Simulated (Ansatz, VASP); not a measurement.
## PbF2 (Fluorocronite) in VASP and in Ansatz

File INCAR:

```
SYSTEM = PbF2
ALGO = Normal
EDIFF = 1E-7
ENCUT = 520
GGA = PE
ISIF = 2
ISMEAR = 0
LASPH = .True.
LCHARG = .False.
LREAL = .False.
LWAVE = .False.
NBANDS = 21
NELM = 60
PREC = Accurate
SIGMA = 0.01
```

Contents of KPOINTS:

```
k-points
0
Gamma
  3 3 3
  0 0 0
```

POSCAR

```
PbF2
1.0
    0.0000000000      2.9636600000      2.9636600000
    2.9636600000      0.0000000000      2.9636600000
    2.9636600000      2.9636600000      0.0000000000
Pb F
1 2
Direct
    0.0000000000      0.0000000000      0.0000000000
    0.2500000000      0.2500000000      0.2500000000
    0.7500000000      0.7500000000      0.7500000000
```

Input for Ansatz:

```yaml
crystal:
  lattice:
    - [0.0, 2.96366, 2.96366]
    - [2.96366, 0.0, 2.96366]
    - [2.96366, 2.96366, 0.0]
  atoms:
    - { symbol: Pb, position: [0.0, 0.0, 0.0] }
    - { symbol: F, position: [0.25, 0.25, 0.25] }
    - { symbol: F, position: [0.75, 0.75, 0.75] }
basis:
  ecutwfc: 421.77648681281397
kpoints:
  mp_grid:
    grid: [3, 3, 3]
hamiltonian:
  xc: pbe
  pseudopotentials:
    kind: paw
scf:
  occupations:
    method: fixed
output:
  eigenvalues: true
```

Alike in both runs: task single point; functional PBE; k mesh 3 × 3 × 3; no spin polarisation.

|  | VASP | Ansatz |
| --- | --- | --- |
| version | VASP 6.6.1 | Ansatz 0.2.0 |
| potentials or method | VASP PAW PBE potentials, release 64 (Pb_d, F) | plane waves, PAW |
| plane-wave cutoff (eV) | 520 | 422 |
| occupations | gaussian, width 0.01 eV | fixed |
| valence electrons in the cell | 28 | 28 |

```tsv
	VASP	Ansatz	Ansatz less VASP
gap on the k mesh at the Fermi level (eV)	4.68	4.69	+0.004
```

Caveats: the k mesh is coarse (spacing up to 0.61 Å⁻¹), so the values aren't converged; spin-orbit coupling is left out, which as a rule narrows the gap of such compounds by several tenths of an eV; an odd mesh through Γ misses points on the zone boundary, where band edges often lie. PBE gaps usually lie below the measured ones, often by a third to a half.
